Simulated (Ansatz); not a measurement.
# LiF: response to strain

Aim: deform LiF (zz strain of -2 %) and compute stress, forces and field gradients with LAPW, PAW and all-electron datasets made for the crystal.

Program: Ansatz 0.2.0. Level of theory: DFT LDA, scalar-relativistic. These are calculated values, not measurements.

### Step 1. The system as given

The structure is cubic, space group Fm-3m (No. 225). Conventional cell: a = 4.028 Å, b = 4.028 Å, c = 4.028 Å, α = 90.00°, β = 90.00°, γ = 90.00°. Li (site symmetry m-3m) has 6 F at 2.01 Å as nearest neighbours. F (site symmetry m-3m) is surrounded by 6 Li at 2.01 Å.

Coordinates:

```
Li F
1.0
     0.00000    2.01400    2.01400
     2.01400    0.00000    2.01400
     2.01400    2.01400    0.00000
Li F
1 1
Direct
  0.00000 0.00000 0.00000
  0.50000 0.50000 0.50000
```

Atoms are numbered in the order of the input: Li1, F2.

### Step 2. After the deformation

Space group Fm-3m before, I4/mmm after.

### Step 3. All-electron LAPW

Input file input.yaml:

```yaml
crystal:
  lattice:
    - [0.0, 2.014, 1.97372]
    - [2.014, 0.0, 1.97372]
    - [2.014, 2.014, 0.0]
  atoms:
    - { symbol: Li, position: [0.0, 0.0, 0.0] }
    - { symbol: F, position: [0.5, 0.5, 0.5] }
kpoints:
  mp_grid: { grid: [10, 10, 10] }
  band_path:
    path:
      - [0.0, 0.0, 0.0]
      - [0.0, 0.5, 0.5]
      - [0.25, 0.75, 0.5]
      - [0.0, 0.5, 0.0]
      - [0.0, 0.0, 0.0]
      - [0.5, 0.5, 0.0]
      - [0.3801541025, 0.6198458975, 0.0]
      - [-0.3801541025, 0.3801541025, 0.0]
      - [0.0, 0.0, 0.0]
    npoints: 5
scf:
  occupations: { method: fermi_dirac, width: 0.03 }
hamiltonian:
  xc: lda
  pseudopotentials: { kind: all_electron, lapw: { basis_error: 0.00025 } }
output:
  forces: true
  stress: true
  eigenvalues: true
```

Run with:

```sh
$ ansatz run input.yaml --threads 1 --pin off --max-ram 3072MiB --backend cpu --events-out ev --progress --plain --runs-dir out
```

### Step 4. PAW with frozen cores

Input file input.yaml:

```yaml
crystal:
  lattice:
    - [0.0, 2.014, 1.97372]
    - [2.014, 0.0, 1.97372]
    - [2.014, 2.014, 0.0]
  atoms:
    - { symbol: Li, position: [0.0, 0.0, 0.0] }
    - { symbol: F, position: [0.5, 0.5, 0.5] }
kpoints:
  mp_grid: { grid: [10, 10, 10] }
scf:
  occupations: { method: fermi_dirac, width: 0.03 }
hamiltonian:
  xc: lda
  pseudopotentials: { kind: paw }
output:
  forces: true
  stress: true
  eigenvalues: true
  efg: { contact_densities: true }
```

### Step 5. Datasets made for this crystal

input.yaml: that of step 4 with these lines changed.

```diff
@@ -14,3 +14,3 @@
   xc: lda
-  pseudopotentials: { kind: paw }
+  pseudopotentials: { kind: all_electron, datasets: crystal }
 output:
```

(Steps that only read results are left out.)

**Question.** What will these runs give? Wanted: pressure; largest shear or deviatoric stress.

The runs gave:

| quantity | value |
| --- | --- |
| pressure | LAPW -5.10, PAW -5.17, crystal datasets -5.10 GPa |
| largest shear or deviatoric stress (LAPW) | 0.97 GPa |

In words: The largest part of the stress beyond the pressure is 0.97 GPa in size, in the zz component; the atoms are carried along and not relaxed. No run of the undeformed cell stands beside it, so the pressure holds what the given cell had before the change. PAW: stress within 0.09 GPa of LAPW. Crystal datasets: stress within 0.01 GPa of LAPW.
